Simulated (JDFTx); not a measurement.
# C (Fd-3m) in JDFTx: notebook

The runs below take C through band structure, with LDA, PBE.

All numbers are computed with JDFTx 1.7.0 (patched build); they aren't measurements. Logs are shortened: lines on timing, memory, paths and dates and some standing lists are left out, and cuts for length are marked. The log counts tension as positive stress, the text compression.

## 1. Starting point

It takes space group Fd-3m (No. 227, cubic). The conventional cell has a = 3.567 Å, b = 3.567 Å, c = 3.567 Å, α = 90.00°, β = 90.00°, γ = 90.00°. C (site symmetry -43m) is surrounded by 4 C at 1.54 Å.

This isn't the form of C at room conditions, which is graphite.

## 2. Band structure, LDA

Contents of bands.in:

```
lattice \
    0.0000000000     1.7833700000     1.7833700000 \
    1.7833700000     0.0000000000     1.7833700000 \
    1.7833700000     1.7833700000     0.0000000000
latt-scale 1.889726124626 1.889726124626 1.889726124626
coords-type Lattice
ion C      0.7500000000     0.7500000000     0.7500000000 1
ion C      0.5000000000     0.5000000000     0.5000000000 1

ion-species pseudo/C.upf
elec-cutoff 41 328
elec-ex-corr lda-PW
elec-smearing Fermi 0.0018374661
elec-n-bands 9
electronic-minimize nIterations 30 energyDiffThreshold 1e-06
davidson-band-ratio 1.3
forces-output-coords Cartesian
include path.kpoints
symmetries none
fix-electron-density run.$VAR

dump-name bands.$VAR
dump End Ecomponents EigStats BandEigs Kpoints Forces
```

Contents of path.kpoints:

```
kpoint +0.0000000000 +0.0000000000 +0.0000000000 0.020000000000
kpoint +0.0714285714 +0.0000000000 +0.0714285714 0.020000000000
kpoint +0.1428571429 +0.0000000000 +0.1428571429 0.020000000000
kpoint +0.2142857143 +0.0000000000 +0.2142857143 0.020000000000
kpoint +0.2857142857 +0.0000000000 +0.2857142857 0.020000000000
kpoint +0.3571428571 +0.0000000000 +0.3571428571 0.020000000000
kpoint +0.4285714286 +0.0000000000 +0.4285714286 0.020000000000
kpoint +0.5000000000 +0.0000000000 +0.5000000000 0.020000000000
kpoint +0.5000000000 +0.0833333333 +0.5833333333 0.020000000000
kpoint +0.5000000000 +0.1666666667 +0.6666666667 0.020000000000
kpoint +0.5000000000 +0.2500000000 +0.7500000000 0.020000000000
kpoint +0.4375000000 +0.3125000000 +0.7500000000 0.020000000000
kpoint +0.3750000000 +0.3750000000 +0.7500000000 0.020000000000
kpoint +0.3281250000 +0.3281250000 +0.6562500000 0.020000000000
kpoint +0.2812500000 +0.2812500000 +0.5625000000 0.020000000000
kpoint +0.2343750000 +0.2343750000 +0.4687500000 0.020000000000
kpoint +0.1875000000 +0.1875000000 +0.3750000000 0.020000000000
kpoint +0.1406250000 +0.1406250000 +0.2812500000 0.020000000000
kpoint +0.0937500000 +0.0937500000 +0.1875000000 0.020000000000
kpoint +0.0468750000 +0.0468750000 +0.0937500000 0.020000000000
kpoint +0.0000000000 +0.0000000000 +0.0000000000 0.020000000000
kpoint +0.0833333333 +0.0833333333 +0.0833333333 0.020000000000
kpoint +0.1666666667 +0.1666666667 +0.1666666667 0.020000000000
kpoint +0.2500000000 +0.2500000000 +0.2500000000 0.020000000000
kpoint +0.3333333333 +0.3333333333 +0.3333333333 0.020000000000
kpoint +0.4166666667 +0.4166666667 +0.4166666667 0.020000000000
kpoint +0.5000000000 +0.5000000000 +0.5000000000 0.020000000000
kpoint +0.5250000000 +0.4500000000 +0.5250000000 0.020000000000
kpoint +0.5500000000 +0.4000000000 +0.5500000000 0.020000000000
kpoint +0.5750000000 +0.3500000000 +0.5750000000 0.020000000000
kpoint +0.6000000000 +0.3000000000 +0.6000000000 0.020000000000
kpoint +0.6250000000 +0.2500000000 +0.6250000000 0.020000000000
kpoint +0.5625000000 +0.2500000000 +0.6875000000 0.020000000000
kpoint +0.5000000000 +0.2500000000 +0.7500000000 0.020000000000
kpoint +0.5000000000 +0.2916666667 +0.7083333333 0.020000000000
kpoint +0.5000000000 +0.3333333333 +0.6666666667 0.020000000000
kpoint +0.5000000000 +0.3750000000 +0.6250000000 0.020000000000
kpoint +0.5000000000 +0.4166666667 +0.5833333333 0.020000000000
kpoint +0.5000000000 +0.4583333333 +0.5416666667 0.020000000000
kpoint +0.5000000000 +0.5000000000 +0.5000000000 0.020000000000
kpoint +0.4791666667 +0.4791666667 +0.5416666667 0.020000000000
kpoint +0.4583333333 +0.4583333333 +0.5833333333 0.020000000000
kpoint +0.4375000000 +0.4375000000 +0.6250000000 0.020000000000
kpoint +0.4166666667 +0.4166666667 +0.6666666667 0.020000000000
kpoint +0.3958333333 +0.3958333333 +0.7083333333 0.020000000000
kpoint +0.3750000000 +0.3750000000 +0.7500000000 0.020000000000
kpoint +0.6250000000 +0.2500000000 +0.6250000000 0.020000000000
kpoint +0.5833333333 +0.1666666667 +0.5833333333 0.020000000000
kpoint +0.5416666667 +0.0833333333 +0.5416666667 0.020000000000
kpoint +0.5000000000 +0.0000000000 +0.5000000000 0.020000000000
```

Potentials or basis: PseudoDojo-SR-LDA-0.4.1-standard.

Command:

```
$ jdftx -c 1 -i bands.in -o bands.out
```

Standard output:

```text
*************** JDFTx 1.7.0 (patched build) ***************

Input parsed successfully to the following command list (including defaults):
[... the input with its defaults ...]

---------- Initializing the Grid ----------
R =
[            0      3.37008      3.37008  ]
[      3.37008            0      3.37008  ]
[      3.37008      3.37008            0  ]
unit cell volume = 76.551
G =
[  -0.932201   0.932201   0.932201  ]
[   0.932201  -0.932201   0.932201  ]
[   0.932201   0.932201  -0.932201  ]
Minimum fftbox size, Smin = [  40  40  40  ]
Chosen fftbox size, S = [  40  40  40  ]

---------- Initializing tighter grid for wavefunction operations ----------
R =
[            0      3.37008      3.37008  ]
[      3.37008            0      3.37008  ]
[      3.37008      3.37008            0  ]
unit cell volume = 76.551
G =
[  -0.932201   0.932201   0.932201  ]
[   0.932201  -0.932201   0.932201  ]
[   0.932201   0.932201  -0.932201  ]
Minimum fftbox size, Smin = [  28  28  28  ]
Chosen fftbox size, S = [  28  28  28  ]

---------- Exchange Correlation functional ----------
Initalized Slater LDA exchange.
Initalized Perdew-Wang LDA correlation.

---------- Setting up pseudopotentials ----------
Width of ionic core gaussian charges (only for fluid interactions / plotting) set to 0

Reading pseudopotential file 'pseudo/C.upf':
  'C' pseudopotential, 'SLA  PW   NOGX NOGC' functional
  Generated using ONCVPSP code by D. R. Hamann
  4 valence electrons, 2 orbitals, 4 projectors, 1001 radial grid points, with lMax = 1
    2S    l: 0   occupation:  2.0   eigenvalue: -0.501235
    2P    l: 1   occupation:  2.0   eigenvalue: -0.199029
  Core radius for overlap checks: 1.21 bohrs.

Initialized 1 species with 2 total atoms.

Folded 50 k-points by 1x1x1 to 50 k-points.

---------- Setting up k-points, bands, fillings ----------
No reducable k-points.
Computing the number of bands and number of electrons
Calculating initial fillings.
nElectrons:   8.000000   nBands: 9   nStates: 50

----- Setting up reduced wavefunction bases (one per k-point) -----
average nbasis = 959.060 , ideal nbasis = 959.888

---------- Setting up ewald sum ----------
Optimum gaussian width for ewald sums = 1.530632 bohr.
Real space sum over 1331 unit cells with max indices [  5  5  5  ]
Reciprocal space sum over 2197 terms with max indices [  6  6  6  ]

---------- Allocating electronic variables ----------
Reading n from file 'run.n' ... done
Initializing wave functions:  linear combination of atomic orbitals
Note: number of bands (9) exceeds available atomic orbitals (8)

----------- Band structure minimization -------------
Minimization will be done independently for each quantum number.

---- Minimization of quantum number:     0  [ +0.0000000 +0.0000000 +0.0000000 ]  0.040000000 ----
BandDavidson: Iter:   0  Eband: +0.249449269977408
BandDavidson: Iter:   1  Eband: +0.220038933798867  dEband: -2.941034e-02
BandDavidson: Iter:   2  Eband: +0.215423929523485  dEband: -4.615004e-03
BandDavidson: Iter:   3  Eband: +0.214755249892594  dEband: -6.686796e-04
[... 568 lines of inner loops ...]
BandDavidson: Iter:   5  Eband: +0.214440149223297  dEband: -3.296300e-06
BandDavidson: Iter:   6  Eband: +0.214439466671462  dEband: -6.825518e-07
BandDavidson: Converged (dEband<1.000000e-06)
	FillingsUpdate:  mu: +0.540589660  nElectrons: 8.000000

Dumping 'bands.eigStats' ...
	eMin: -0.302079 at state 20 ( [ +0.000000 +0.000000 +0.000000 ] spin 0 )
	HOMO: +0.482449 at state 20 ( [ +0.000000 +0.000000 +0.000000 ] spin 0 )
	mu  : +0.540590
	LUMO: +0.634533 at state 5 ( [ +0.357143 +0.000000 +0.357143 ] spin 0 )
	eMax: +1.324072 at state 49 ( [ +0.500000 +0.000000 +0.500000 ] spin 0 )
	HOMO-LUMO gap: +0.152083
	Optical gap  : +0.204314 at state 0 ( [ +0.000000 +0.000000 +0.000000 ] spin 0 )
Done!
[note: mu, HOMO and LUMO in a band run belong to the points of the path alone and aren't those of the crystal]
```

Run time: 3.4 s. Hardware: 1 thread of Arm Neoverse V2, shared host; peak memory 0.09 GiB.

Results:

* Band gap along the path: 4.14 eV, indirect (least direct gap 5.56 eV)

Levels at the corners of the path, in eV from the valence-band top:
| point | band 1 | band 2 | band 3 | band 4 | band 5 |
| --- | --- | --- | --- | --- | --- |
| Γ | -21.35 | 0.00 | 0.00 | 0.00 | 5.56 |
| X | -12.64 | -12.64 | -6.32 | -6.32 | 4.76 |
| W | -11.80 | -11.80 | -8.38 | -8.38 | 10.49 |
| K | -12.79 | -11.61 | -9.38 | -5.38 | 5.67 |
| Γ | -21.35 | 0.00 | 0.00 | 0.00 | 5.56 |
| L | -15.51 | -13.39 | -2.81 | -2.81 | 8.42 |
| U | -12.79 | -11.61 | -9.38 | -5.38 | 5.67 |
| W | -11.80 | -11.80 | -8.38 | -8.38 | 10.49 |
| L | -15.51 | -13.39 | -2.81 | -2.81 | 8.42 |
| K | -12.79 | -11.61 | -9.38 | -5.38 | 5.67 |
| U | -12.79 | -11.61 | -9.38 | -5.38 | 5.67 |
| X | -12.64 | -12.64 | -6.32 | -6.32 | 4.76 |

## 3. Band structure, PBE

bands.in: that of step 2 with these lines changed.

```diff
@@ -1,6 +1,2 @@
-lattice \
-    0.0000000000     1.7833700000     1.7833700000 \
-    1.7833700000     0.0000000000     1.7833700000 \
-    1.7833700000     1.7833700000     0.0000000000
-latt-scale 1.889726124626 1.889726124626 1.889726124626
+lattice Face-Centered Cubic 6.7401617577
 coords-type Lattice
@@ -11,3 +7,3 @@
 elec-cutoff 41 328
-elec-ex-corr lda-PW
+elec-ex-corr gga-PBE
 elec-smearing Fermi 0.0018374661
```

path.kpoints is that of step 2.

Potentials or basis: PseudoDojo-SR-PBE-0.5-standard.

Command:

```
$ jdftx -c 1 -i bands.in -o bands.out
```

Run time: 3.4 s. Hardware: 1 thread of Arm Neoverse V2, shared host; peak memory 0.09 GiB.

Results (log left out):

| Item | Value |
| --- | --- |
| Band gap along the path | 4.18 eV, indirect (least direct gap 5.62 eV) |

Levels at the corners of the path, in eV from the valence-band top:
| point | band 1 | band 2 | band 3 | band 4 | band 5 |
| --- | --- | --- | --- | --- | --- |
| Γ | -21.49 | 0.00 | 0.00 | 0.00 | 5.62 |
| X | -12.78 | -12.78 | -6.32 | -6.32 | 4.83 |
| W | -11.99 | -11.99 | -8.33 | -8.33 | 10.68 |
| K | -12.99 | -11.74 | -9.33 | -5.38 | 5.74 |
| Γ | -21.49 | 0.00 | 0.00 | 0.00 | 5.62 |
| L | -15.71 | -13.39 | -2.81 | -2.81 | 8.52 |
| U | -12.99 | -11.74 | -9.33 | -5.38 | 5.74 |
| W | -11.99 | -11.99 | -8.33 | -8.33 | 10.68 |
| L | -15.71 | -13.39 | -2.81 | -2.81 | 8.52 |
| K | -12.99 | -11.74 | -9.33 | -5.38 | 5.74 |
| U | -12.99 | -11.74 | -9.33 | -5.38 | 5.74 |
| X | -12.78 | -12.78 | -6.32 | -6.32 | 4.83 |
